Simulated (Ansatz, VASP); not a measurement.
# ZrSiO4 (Zircon): VASP beside Ansatz

File INCAR:

```
SYSTEM = ZrSiO4
  PREC = Accurate
  ENCUT = 520
  EDIFF = 1E-7
  ISMEAR = -1
  SIGMA = 0.05
  LREAL = .FALSE.
  LASPH = .TRUE.
  NELM = 60
  ALGO = Normal
  ISIF = 2
  LWAVE = .FALSE.
  LCHARG = .FALSE.
  GGA = PE
  NBANDS = 52
```

The input KPOINTS:

```
Automatic mesh
0
G
  6 6 6
  0 0 0
```

The input POSCAR:

```
ZrSiO4
1.0
   -3.2360627101      3.2360627101      2.9299420512
    3.2360627101     -3.2360627101      2.9299420512
    3.2360627101      3.2360627101     -2.9299420512
Zr Si O
2 2 8
Direct
    0.0000000000      0.0000000000      0.0000000000
    0.7500000000      0.2500000000      0.5000000000
    0.5000000000      0.5000000000      0.0000000000
    0.2500000000      0.7500000000      0.5000000000
    0.6797000000      0.4958000000      0.8161000000
    0.2458000000      0.9297000000      0.3161000000
    0.6797000000      0.8636000000      0.1839000000
    0.6136000000      0.9297000000      0.6839000000
    0.0703000000      0.3864000000      0.3161000000
    0.5042000000      0.3203000000      0.1839000000
    0.0703000000      0.7542000000      0.6839000000
    0.1364000000      0.3203000000      0.8161000000
```

File input.yaml:

```yaml
crystal:
  lattice:
    - [-3.2360627101, 3.2360627101, 2.9299420512]
    - [3.2360627101, -3.2360627101, 2.9299420512]
    - [3.2360627101, 3.2360627101, -2.9299420512]
  atoms:
    - { symbol: Zr, position: [0.0, 0.0, 0.0] }
    - { symbol: Zr, position: [0.75, 0.25, 0.5] }
    - { symbol: Si, position: [0.5, 0.5, 0.0] }
    - { symbol: Si, position: [0.25, 0.75, 0.5] }
    - { symbol: O, position: [0.6797, 0.4958, 0.8161] }
    - { symbol: O, position: [0.2458, 0.9297, 0.3161] }
    - { symbol: O, position: [0.6797, 0.8636, 0.1839] }
    - { symbol: O, position: [0.6136, 0.9297, 0.6839] }
    - { symbol: O, position: [0.0703, 0.3864, 0.3161] }
    - { symbol: O, position: [0.5042, 0.3203, 0.1839] }
    - { symbol: O, position: [0.0703, 0.7542, 0.6839] }
    - { symbol: O, position: [0.1364, 0.3203, 0.8161] }
hamiltonian:
  xc: pbe
  pseudopotentials: { kind: paw }
kpoints:
  mp_grid: { grid: [6, 6, 6] }
scf:
  occupations: { method: fermi_dirac, width: 0.05 }
output:
  forces: true
  stress: true
  eigenvalues: true
```

Change from the starting cell: volume scaled by 0.94.

Alike in both runs: task single point; functional PBE; k mesh 6 × 6 × 6; occupations fermi-dirac, width 0.05 eV; no spin polarisation.

```csv
,VASP,Ansatz
version,VASP 6.6.1,Ansatz 0.2.0
potentials or method,"VASP PAW PBE potentials, release 64 (Zr_sv, Si, O)",Ansatz PAW
plane-wave cutoff (eV),520,420
valence electrons in the cell,80,80
```

Ansatz gave:

```
gap on the k mesh at the Fermi level (eV)       : 5.06
least direct gap on the mesh (eV)               : 5.34
pressure (GPa)                                  : 24.4
largest component of the traceless stress (GPa) : 2.24
rms of the force components (eV/Å)              : 0.444
```

**Question.** Estimate VASP's values.

**Answer.** gap on the k mesh at the Fermi level (eV): 5.06; least direct gap on the mesh (eV): 5.34; pressure (GPa): 24.9; largest component of the traceless stress (GPa): 2.50; rms of the force components (eV/Å): 0.468.

Atom by atom the forces differ by 0.024 eV/Å (rms over components). With one functional, cell and mesh, what is left measures potentials, basis and numerics.

Caveats: the pressure holds a Pulay correction of +0.7 GPa for the finite cutoff (Ansatz). A k mesh can miss the band edges.
